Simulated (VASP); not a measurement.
# InP (F-43m) in VASP: a series of runs, part 2 of 2

VASP 6.6.1. The steps go on from the part before.

## 5. Single point, PBE

This run uses another cell than the first one, of 26.17 Å³/atom, 1.095 times its volume.

The input, INCAR:

```
SYSTEM = InP
PREC = Accurate
ENCUT = 520
EDIFF = 1E-7
ISMEAR = 0
SIGMA = 0.01
LREAL = .FALSE.
LASPH = .TRUE.
NELM = 100
ALGO = Normal
ISIF = 2
LWAVE = .FALSE.
LCHARG = .FALSE.
GGA = PE
NBANDS = 16
```

The input, KPOINTS:

```
regular mesh
0
G
  6 6 6
  0 0 0
```

The input, POSCAR:

```
InP
1.0
    0.0000000000      2.9690636329      2.9690636329
    2.9690636329      0.0000000000      2.9690636329
    2.9690636329      2.9690636329      0.0000000000
In P
1 1
Direct
    0.0000000000      0.0000000000      0.0000000000
    0.2500000000      0.2500000000      0.2500000000
```

Potentials or basis: VASP PAW PBE potentials, release 64 (In_d, P).

On the command line:

```
> cat potpaw_PBE.64/In_d/POTCAR potpaw_PBE.64/P/POTCAR > POTCAR
> mpirun -np 1 vasp_std > vasp.out
```

OUTCAR:

```text
SYSTEM = InP
   PREC = Accurate
   ENCUT = 520
   EDIFF = 1E-7
   ISMEAR = 0
   LREAL = .FALSE.
   LASPH = .TRUE.
   NELM = 100
   ISIF = 2
   GGA = PE

 ion  position               nearest neighbor table
   1  0.000  0.000  0.000-   2 2.57   2 2.57   2 2.57   2 2.57
   2  0.250  0.250  0.250-   1 2.57   1 2.57   1 2.57   1 2.57

  LATTYP: Found a face centered cubic cell.
 ALAT       =     5.9381272658

  Lattice vectors:

 A1 = (   0.0000000000,   2.9690636329,   2.9690636329)
 A2 = (   2.9690636329,   0.0000000000,   2.9690636329)
 A3 = (   2.9690636329,   2.9690636329,   0.0000000000)

Analysis of symmetry for initial positions (statically):
=====================================================================
 Subroutine PRICEL returns:
 Original cell was already a primitive cell.

 Routine SETGRP: Setting up the symmetry group for a
 face centered cubic supercell.

 Subroutine GETGRP returns: Found 24 space group operations
 (whereof 24 operations were pure point group operations)
 out of a pool of 48 trial point group operations.

The static configuration has the point symmetry T_d .

Analysis of symmetry for dynamics (positions and initial velocities):
=====================================================================
 Subroutine PRICEL returns:
 Original cell was already a primitive cell.

 Routine SETGRP: Setting up the symmetry group for a
 face centered cubic supercell.

 Subroutine GETGRP returns: Found 24 space group operations
 (whereof 24 operations were pure point group operations)
 out of a pool of 48 trial point group operations.

The dynamic configuration has the point symmetry T_d .

 Subroutine INISYM returns: Found 24 space group operations
 (whereof 24 operations are pure point group operations),
 and found     1 'primitive' translations

----------------------------------------------------------------------------------------

                                     Primitive cell

  volume of cell :      52.3466

  direct lattice vectors                    reciprocal lattice vectors
     0.000000000  2.969063633  2.969063633    -0.168403262  0.168403262  0.168403262
     2.969063633  0.000000000  2.969063633     0.168403262 -0.168403262  0.168403262
     2.969063633  2.969063633  0.000000000     0.168403262  0.168403262 -0.168403262

  length of vectors
     4.198890057  4.198890057  4.198890057     0.291683005  0.291683005  0.291683005

  position of ions in fractional coordinates (direct lattice)
     0.000000000  0.000000000  0.000000000
     0.250000000  0.250000000  0.250000000

  ion indices of the primitive-cell ions
   primitive index   ion index
                 1           1
                 2           2

----------------------------------------------------------------------------------------

 KPOINTS: regular mesh

Automatic generation of k-mesh.
 Grid dimensions read from file:
 generate k-points for:    6    6    6

 Generating k-lattice:

  Cartesian coordinates                     Fractional coordinates (reciprocal lattice)
    -0.028067210  0.028067210  0.028067210     0.166666667  0.000000000  0.000000000
     0.028067210 -0.028067210  0.028067210     0.000000000  0.166666667  0.000000000
     0.028067210  0.028067210 -0.028067210     0.000000000  0.000000000  0.166666667

  Length of vectors
     0.048613834  0.048613834  0.048613834

  Shift w.r.t. Gamma in fractional coordinates (k-lattice)
     0.000000000  0.000000000  0.000000000

 Subroutine IBZKPT returns following result:
 ===========================================

 Found     16 irreducible k-points:

 Following reciprocal coordinates:
            Coordinates               Weight
  0.000000  0.000000  0.000000      1.000000
  0.166667  0.000000  0.000000      8.000000
  0.333333  0.000000  0.000000      8.000000
  0.500000  0.000000  0.000000      4.000000
  0.166667  0.166667  0.000000      6.000000
  0.333333  0.166667  0.000000     24.000000
[... 8 lines left out ...]
 -0.333333  0.333333  0.166667     24.000000
 -0.333333  0.500000  0.166667     12.000000
   k-points           NKPTS =     16   k-points in BZ     NKDIM =     16   number of bands    NBANDS=     16
   number of dos      NEDOS =    301   number of ions     NIONS =      2
   total plane-waves  NPLWV =  32768
   dimension x,y,z NGX =    32 NGY =   32 NGZ =   32
   dimension x,y,z NGXF=    64 NGYF=   64 NGZF=   64
   ions per type =               1   1
   NGX,Y,Z   is equivalent  to a cutoff of  12.67, 12.67, 12.67 a.u.
   NGXF,Y,Z  is equivalent  to a cutoff of  25.34, 25.34, 25.34 a.u.
 SYSTEM =  InP
   PREC   = accura    normal or accurate (medium, high low for compatibility)
   ISTART =      0    job   : 0-new  1-cont  2-samecut
   ICHARG =      2    charge: 1-file 2-atom 10-const
   ISPIN  =      1    spin polarized calculation?
   LNONCOLLINEAR =      F non collinear calculations
   LSORBIT =      F    spin-orbit coupling
   LASPH  =      T    aspherical Exc in radial PAW
   ENCUT  =  520.0 eV  38.22 Ry    6.18 a.u.   7.81  7.81  7.81*2*pi/ulx,y,z
   NELM   =    100;   NELMIN=  2; NELMDL= -5     # of ELM steps
   EDIFF  = 0.1E-06   stopping-criterion for ELM
   LREAL  =      F    real-space projection
   EDIFFG = 0.1E-05   stopping-criterion for IOM
   NSW    =      0    number of steps for IOM
   IBRION =     -1    ionic relax: 0-MD 1-quasi-New 2-CG
   NFREE  =      0    steps in history (QN), initial steepest desc. (CG)
   ISIF   =      2    stress and relaxation
   ISYM   =      2    0-nonsym 1-usesym 2-fastsym
   POTIM  = 0.5000    time-step for ionic-motion
   TEBEG  =    0.0;   TEEND  =   0.0 temperature during run
   PSTRESS=    0.0 pullay stress
   NELECT =      18.0000    total number of electrons
   NUPDOWN=      -1.0000    fix difference up-down
   EMIN   =  10.00;   EMAX   =-10.00  energy-range for DOS
   EFERMI =   0.00;   METHOD = LEGACY
   ISMEAR =     0;   SIGMA  =   0.01  broadening in eV -4-tet -1-fermi 0-gaus
   EFERMI_NEDOS =   21; number of points for ismear=-14 and -15
   IALGO  =     38    algorithm
   IMIX   =      4    mixing-type and parameters
     AMIX     =   0.40;   BMIX     =  1.00
     AMIX_MAG =   1.60;   BMIX_MAG =  1.00
  volume/ion in A,a.u.               =      26.17       176.63
  Fermi-wavevector in a.u.,A,eV,Ry     =   1.146928  2.167380 17.897701  1.315444
  Thomas-Fermi vector in A             =   2.283610
   LORBIT       =      0    0 simple, 1 ext, 2 COOP (PROOUT), +10 PAW based schemes
   GGA     = PE    functional components
   LHFCALC =     F    Hartree Fock is set to
   AEXX    =    0.0000 exact exchange contribution
   IVDW    =     0    specifies the selected vdW correction
   LEPSILON=     F    determine dielectric tensor
   LRPA    =     F    only Hartree local field effects (RPA)
 non-spin polarized calculation
 Gauss-broadening in eV      SIGMA  =   0.01
  energy-cutoff  :      520.00
  volume of cell :       52.35
 maximum number of plane-waves:      1420
   NGX = 15   NGY = 15   NGZ = 15

 number of electron      18.0000007 magnetization

 Free energy of the ion-electron system (eV)
  ---------------------------------------------------
  ext. energy  EPLUGINS =         0.00000000
  ---------------------------------------------------
  free energy    TOTEN  =        -8.39436476 eV

  energy without entropy =       -8.39436476  energy(sigma->0) =       -8.39436476

 E-fermi :   4.8942     XC(G=0):  -9.1071

 val. band max:        4.7759461012   @ k =   0.0000   0.0000   0.0000
 cond. band min:       5.2714073354   @ k =   0.0000   0.0000   0.0000
 fundamental gap:      0.4954612341
 Fermi energy:         4.8942144895

 k-point     1 :       0.0000    0.0000    0.0000
  band No.  band energies     occupation
      1      -9.3457      2.00000
      2      -9.3457      2.00000
      3      -9.3457      2.00000
      4      -9.2127      2.00000
      5      -9.2127      2.00000
      6      -6.4807      2.00000
[... 8 lines left out ...]
     15      14.1584      0.00000
     16      14.1584      0.00000
[... 267 lines left out ...]
 k-point    16 :      -0.3333    0.5000    0.1667
  band No.  band energies     occupation
      1      -9.4854      2.00000
      2      -9.2828      2.00000
      3      -9.2610      2.00000
      4      -9.2369      2.00000
      5      -9.1935      2.00000
      6      -4.2223      2.00000
[... 8 lines left out ...]
     15      15.8859      0.00000
     16      16.5594      0.00000

------------------------ aborting loop because EDIFF is reached ----------------------------------------

  FORCE on cell =-STRESS in cart. coord.  units (eV):
  Direction    XX          YY          ZZ          XY          YZ          ZX
  --------------------------------------------------------------------------------------
  -------------------------------------------------------------------------------------
  Total        0.1945099      0.1945099      0.1945099      0.0000000      0.0000000      0.0000000
  in kB        5.9533823      5.9533823      5.9533823      0.0000000      0.0000000      0.0000000
  external PRESSURE =       5.9533823 kB  Pullay stress =       0.0000000 kB

 VOLUME and BASIS-vectors are now :
 -----------------------------------------------------------------------------
  energy-cutoff  :      520.00
  volume of cell :       52.35
      direct lattice vectors                 reciprocal lattice vectors
     0.000000000  2.969063633  2.969063633    -0.168403262  0.168403262  0.168403262
     2.969063633  0.000000000  2.969063633     0.168403262 -0.168403262  0.168403262
     2.969063633  2.969063633  0.000000000     0.168403262  0.168403262 -0.168403262

 POSITION                                       TOTAL-FORCE (eV/Angst)
 -----------------------------------------------------------------------------------
      0.00000      0.00000      0.00000        -0.000000     -0.000000      0.000000
      1.48453      1.48453      1.48453         0.000000      0.000000     -0.000000
 -----------------------------------------------------------------------------------
    total drift:                               -0.000000     -0.000000     -0.000000

  FREE ENERGIE OF THE ION-ELECTRON SYSTEM (eV)
  ---------------------------------------------------
  free  energy   TOTEN  =        -8.3943647633 eV

  energy  without entropy=       -8.3943647633  energy(sigma->0) =       -8.39436476
```

Wall time 12 s (1 thread of Intel Xeon 6975P-C (Granite Rapids), shared host); peak memory 0.17 GiB.

Results:

| Quantity | Value |
| --- | --- |
| Free energy | -8.3944 eV |
| Pressure | 0.6 GPa |
| Band gap on the k mesh | 0.50 eV, direct |

Caveat: spin-orbit coupling is left out, which moves the levels of the heavy elements.

## 6. Single point, PBE

This run uses another cell than the first one, of 26.93 Å³/atom, 1.126 times its volume.

The input, INCAR:

```
PREC     = Accurate       # precision mode
ENCUT    = 520            # plane-wave cutoff, eV
EDIFF    = 1E-7           # SCF threshold, eV
ISMEAR   = 0              # smearing method
SIGMA    = 0.01           # smearing width, eV
LREAL    = F              # projectors in reciprocal space
LASPH    = T              # aspherical terms in the spheres
NELM     = 100            # most SCF steps
ALGO     = Normal         # electronic algorithm
ISIF     = 2              # what is computed and relaxed
LWAVE    = F              # write WAVECAR
LCHARG   = F              # write CHGCAR
GGA      = PE             # functional
NBANDS   = 16             # bands
```

The input, KPOINTS:

```
regular mesh
0
Gamma
  6 6 6
```

The input, POSCAR:

```
InP
1.0
    0.0000000000      2.9973421313      2.9973421313
    2.9973421313      0.0000000000      2.9973421313
    2.9973421313      2.9973421313      0.0000000000
In P
1 1
Direct
    0.0000000000      0.0000000000      0.0000000000
    0.2500000000      0.2500000000      0.2500000000
```

Potentials or basis: VASP PAW PBE potentials, release 64 (In_d, P).

On the command line:

```
> cat potpaw_PBE.64/In_d/POTCAR potpaw_PBE.64/P/POTCAR > POTCAR
> mpirun -np 1 vasp_std > vasp.out
```

OUTCAR:

```text
PREC = Accurate
   ENCUT = 520
   EDIFF = 1E-7
   ISMEAR = 0
   LREAL = F
   LASPH = T
   NELM = 100
   ISIF = 2
   GGA = PE

 ion  position               nearest neighbor table
   1  0.000  0.000  0.000-   2 2.60   2 2.60   2 2.60   2 2.60
   2  0.250  0.250  0.250-   1 2.60   1 2.60   1 2.60   1 2.60

  LATTYP: Found a face centered cubic cell.
 ALAT       =     5.9946842626

  Lattice vectors:

 A1 = (   0.0000000000,   2.9973421313,   2.9973421313)
[... 479 lines left out ...]
------------------------ aborting loop because EDIFF is reached ----------------------------------------

  FORCE on cell =-STRESS in cart. coord.  units (eV):
  Direction    XX          YY          ZZ          XY          YZ          ZX
  --------------------------------------------------------------------------------------
  -------------------------------------------------------------------------------------
  Total       -0.3606896     -0.3606896     -0.3606896     -0.0000000      0.0000000      0.0000000
  in kB      -10.7301358    -10.7301358    -10.7301358     -0.0000000      0.0000000      0.0000000
  external PRESSURE =     -10.7301358 kB  Pullay stress =       0.0000000 kB

 VOLUME and BASIS-vectors are now :
 -----------------------------------------------------------------------------
  energy-cutoff  :      520.00
  volume of cell :       53.86
      direct lattice vectors                 reciprocal lattice vectors
     0.000000000  2.997342131  2.997342131    -0.166814457  0.166814457  0.166814457
     2.997342131  0.000000000  2.997342131     0.166814457 -0.166814457  0.166814457
     2.997342131  2.997342131  0.000000000     0.166814457  0.166814457 -0.166814457

 POSITION                                       TOTAL-FORCE (eV/Angst)
 -----------------------------------------------------------------------------------
      0.00000      0.00000      0.00000        -0.000000     -0.000000      0.000000
      1.49867      1.49867      1.49867         0.000000      0.000000     -0.000000
 -----------------------------------------------------------------------------------
    total drift:                               -0.000000     -0.000000     -0.000000

  FREE ENERGIE OF THE ION-ELECTRON SYSTEM (eV)
  ---------------------------------------------------
  free  energy   TOTEN  =        -8.3922783253 eV

  energy  without entropy=       -8.3922783253  energy(sigma->0) =       -8.39227833
```

OSZICAR:

```text
N       E                     dE             d eps       ncg     rms          rms(c)
DAV:   1     0.109854623388E+03    0.10985E+03   -0.83594E+03   512   0.124E+03
DAV:   2    -0.124133428934E+01   -0.11110E+03   -0.10617E+03   584   0.293E+02
DAV:   3    -0.857323513105E+01   -0.73319E+01   -0.72958E+01   656   0.740E+01
DAV:   4    -0.878318781689E+01   -0.20995E+00   -0.20990E+00   696   0.138E+01
DAV:   5    -0.879180013447E+01   -0.86123E-02   -0.86122E-02   720   0.231E+00    0.512E+00
DAV:   6    -0.841363443316E+01    0.37817E+00   -0.62260E-01   832   0.120E+01    0.307E+00
DAV:   7    -0.839053363559E+01    0.23101E-01   -0.14145E-01   720   0.278E+00    0.119E+00
DAV:   8    -0.839135600021E+01   -0.82236E-03   -0.13436E-02   648   0.133E+00    0.252E-01
DAV:   9    -0.839206404112E+01   -0.70804E-03   -0.13421E-03   584   0.406E-01    0.145E-01
DAV:  10    -0.839219838506E+01   -0.13434E-03   -0.19346E-04   760   0.147E-01    0.912E-02
DAV:  11    -0.839227807577E+01   -0.79691E-04   -0.11509E-04   560   0.841E-02    0.390E-02
DAV:  12    -0.839227757688E+01    0.49889E-06   -0.70394E-06   656   0.275E-02    0.113E-02
DAV:  13    -0.839227805555E+01   -0.47867E-06   -0.14479E-06   624   0.589E-03    0.973E-03
DAV:  14    -0.839227830496E+01   -0.24941E-06   -0.23296E-07   632   0.480E-03    0.181E-03
DAV:  15    -0.839227832527E+01   -0.20314E-07   -0.10646E-08   504   0.721E-04
   1 F= -.83922783E+01 E0= -.83922783E+01  d E =-.306820E-14
```

stdout:

```text
POSCAR found type information on POSCAR InP
 POSCAR found :  2 types and       2 ions
 scaLAPACK will be used
 LDA part: xc-table for (Slater+PW92), standard interpolation
 POSCAR, INCAR and KPOINTS ok, starting setup
 FFT: planning ... GRIDC
 FFT: planning ... GRID_SOFT
 FFT: planning ... GRID
 WAVECAR not read
 entering main loop
```

Wall time 9.2 s (1 thread of Intel Xeon 6975P-C (Granite Rapids), shared host); peak memory 0.17 GiB.

Results:

```
Free energy            : -8.3923 eV
Pressure               : -1.1 GPa
Band gap on the k mesh : 0.34 eV, direct
```

Caveat: spin-orbit coupling is left out, which moves the levels of the heavy elements.

## 7. The runs side by side

| cell | gap on the mesh (eV) | pressure (GPa) |
| --- | --- | --- |
| a = 4.074 Å, angles 60.0°, 2 atoms | 0.99 | 7.6 |
| a = 4.117 Å, angles 60.0°, 2 atoms | 0.82 | 4.8 |
| a = 4.158 Å, angles 60.0°, 2 atoms | 0.66 | 2.5 |
| a = 4.199 Å, angles 60.0°, 2 atoms | 0.50 | 0.6 |
| a = 4.239 Å, angles 60.0°, 2 atoms | 0.34 | -1.1 |

Alike in all rows: task single point; level PBE; potentials or basis VASP PAW PBE potentials, release 64 (In_d, P); no spin polarisation; k mesh 6 × 6 × 6; cutoff (eV) 520; smearing gaussian 0.01 eV.

Caveats: spin-orbit coupling is left out, which moves the levels of the heavy elements.

Total energies depend on the potentials used, so only differences within one code and one set of settings carry meaning.

## 8. Comparison with measurements

Step 4. Measured gap of InP: 1.4236 eV (direct; 1.6 K; a printed reference work, data compilation). This calculation gives 0.66 eV (-0.77 eV). Spin-orbit coupling on In is left out. The value is that of PBE, without temperature or zero-point motion. Semilocal functionals fall short of measured gaps as a rule.

Step 5. A measured gap of InP is 1.4236 eV (direct; 1.6 K; a printed reference work, data compilation); the calculated 0.50 eV misses it by -0.93 eV. Spin-orbit coupling on In is left out. The value is that of PBE, without temperature or zero-point motion. Semilocal functionals fall short of measured gaps as a rule.

Step 6. Against the measured gap of InP, 1.4236 eV (direct; 1.6 K; a printed reference work, data compilation), the calculated 0.34 eV is off by -1.08 eV. So large a miss can be the level of theory's own, or it may mean another phase, state or a wrong row. Spin-orbit coupling on In is left out. The value is that of PBE, without temperature or zero-point motion. Semilocal functionals fall short of measured gaps as a rule.
